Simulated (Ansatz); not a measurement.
The system is ZnCu.

```
CELL_PARAMETERS angstrom
2.94500 0.00000 0.00000
0.00000 2.94500 0.00000
0.00000 0.00000 2.94500
ATOMIC_POSITIONS crystal
Zn 0.50000 0.50000 0.50000
Cu 0.00000 0.00000 0.00000
```

Base run:

* Program: Ansatz 0.2.0
* Functional: PBE
* Potentials or basis: all-electron LAPW, scalar-relativistic
* Cutoff: 295 eV
* Density cutoff: 1182 eV
* Basis error allowed: 0.001 eV/atom
* k mesh: 9 × 9 × 9
* Occupations: gaussian, width 0.1 eV
* Spin: no spin polarisation

Its results: band gap on the k mesh none (metal or under the smearing width); pressure 2.5 GPa.

Q: The run is repeated on the same cell with these changes: functional from PBE to RPBE; occupations from gaussian, width 0.1 eV to gaussian, width 0.02 eV. What comes out?

A: Band gap on the k mesh none (metal or under the smearing width); pressure 6.8 GPa.

Not every run made on this cell is shown here.
